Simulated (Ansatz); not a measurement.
Set up this calculation in Ansatz 0.2.0, as the native input.

* Task: relaxation of cell and atoms
* Functional: RPBE
* Dispersion: D3(BJ)
* Potentials or basis: Ansatz PAW
* Cutoff: 420 eV (not typed: the program's choice for these potentials)
* k mesh: 10 × 10 × 8
* Occupations: fermi-dirac, width 0.05 eV
* Spin: no spin polarisation

The system is TiB2.

```
Ti B
1.0
     3.02920    0.00000    0.00000
    -1.51460    2.62336    0.00000
     0.00000    0.00000    3.22840
Ti B
1 2
Cartesian
  0.0000 0.0000 0.0000
  1.5146 0.8745 1.6142
  0.0000 1.7489 1.6142
```

These files were run (other wordings do the same):

input.yaml

```yaml
crystal:
  lattice:
    - [3.0292, 0.0, 0.0]
    - [-1.5146, 2.6233641531, 0.0]
    - [0.0, 0.0, 3.2284]
  atoms:
    - { symbol: Ti, position: [0.0, 0.0, 0.0] }
    - { symbol: B, position: [0.6666666667, 0.3333333333, 0.5] }
    - { symbol: B, position: [0.3333333333, 0.6666666667, 0.5] }
hamiltonian:
  xc: rpbe
  pseudopotentials: { kind: paw }
  dispersion: d3bj
kpoints:
  mp_grid: { grid: [10, 10, 8] }
scf:
  occupations: { method: fermi_dirac, width: 0.05 }
output:
  forces: true
  stress: true
relax:
  f_tol: 0.01
  max_steps: 40
  cell: { stress_tol: 0.05 }
```

Potentials or basis: Ansatz PAW.

The run is started by

```sh
$ ansatz run input.yaml --threads 2 --pin off --max-ram 5632MiB --backend cpu --events-out ev --progress --plain --runs-dir out
```

Results of the run:

```
Relaxed volume                         : 7.47 Å³/atom
Relaxed cell                           : a = 2.912 Å, b = 2.912 Å, c = 3.054 Å, α = 90.00°, β = 90.00°, γ = 120.00°
Space group after relaxing (to 0.05 Å) : P6/mmm (No. 191)
Energy gained by relaxing              : 128.6 meV/atom
Ionic steps                            : 8
Pressure after relaxing                : 0.0 GPa
```

Caveat: the plane-wave basis is chosen anew once the cell has moved, so the energies of steps on either side of that aren't comparable; the volume moved by -13 % from the deposited cell, more than functionals usually miss; the PAW data sets come from PBE, with cores solved anew for the run's functional, which leaves a small shift of forces and pressure.

Run time: 3.4 s on 2 threads of Intel(R) Xeon(R) 6975P-C (Granite Rapids), with other jobs on the host, peak memory 0.36 GiB.
